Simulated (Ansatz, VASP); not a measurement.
Mo: VASP beside Ansatz

The input INCAR:

```
ALGO = Normal ; EDIFF = 1E-6
ENCUT = 520 ; GGA = PS
ISIF = 2 ; ISMEAR = 0
LASPH = T ; LCHARG = T
LELF = T ; LREAL = F
LVHAR = T ; LWAVE = F
NBANDS = 13 ; NELM = 100
PREC = Accurate ; SIGMA = 0.15
```

KPOINTS

```
k-points
0
Gamma
  18 18 18
```

POSCAR

```
Mo
1.0
    2.7765430532      0.0000000000      0.0000000000
   -1.3882715266      2.4045568187      0.0000000000
    0.0000000000      0.0000000000      2.5168529895
Mo
1
Direct
    0.0000000000      0.0000000000      0.5000000000
```

Input for Ansatz:

```yaml
crystal:
  lattice:
    - [2.7765430532, 0.0, 0.0]
    - [-1.3882715266, 2.4045568187, 0.0]
    - [0.0, 0.0, 2.5168529895]
  atoms:
    - { symbol: Mo, position: [0.0, 0.0, 0.5] }
basis:
  ecutwfc: 420
kpoints:
  mp_grid: { grid: [18, 18, 18] }
hamiltonian:
  xc: pbesol
scf:
  occupations: { method: gaussian, width: 0.15 }
output:
  forces: true
  stress: true
  eigenvalues: true
```

Change from the starting cell: strain +0.015 along x and y, -0.015 along z, atoms carried along.

Alike in both runs: task single point; functional PBEsol; k mesh 18 × 18 × 18; occupations gaussian, width 0.15 eV; no spin polarisation.

|  | VASP | Ansatz |
| --- | --- | --- |
| version | VASP 6.6.1 | Ansatz 0.2.0 |
| potentials or method | VASP PAW PBE potentials, release 64 (Mo_sv) | scalar-relativistic, plane waves, PAW |
| plane-wave cutoff (eV) | 520 | 420 |
| valence electrons in the cell | 14 | 14 |

|  | VASP | Ansatz | Ansatz less VASP |
| --- | --- | --- | --- |
| gap on the k mesh at the Fermi level (eV) | none | none | - |
| pressure (GPa) | -6.3 | -6.8 | -0.48 |
| largest component of the traceless stress (GPa) | 1.03 | 0.84 | -0.188 |

A gap of «none» marks a metal or a gap that the smearing closes.

Caveats: the PAW data sets were made with another functional, which shifts forces and pressure a little (VASP).
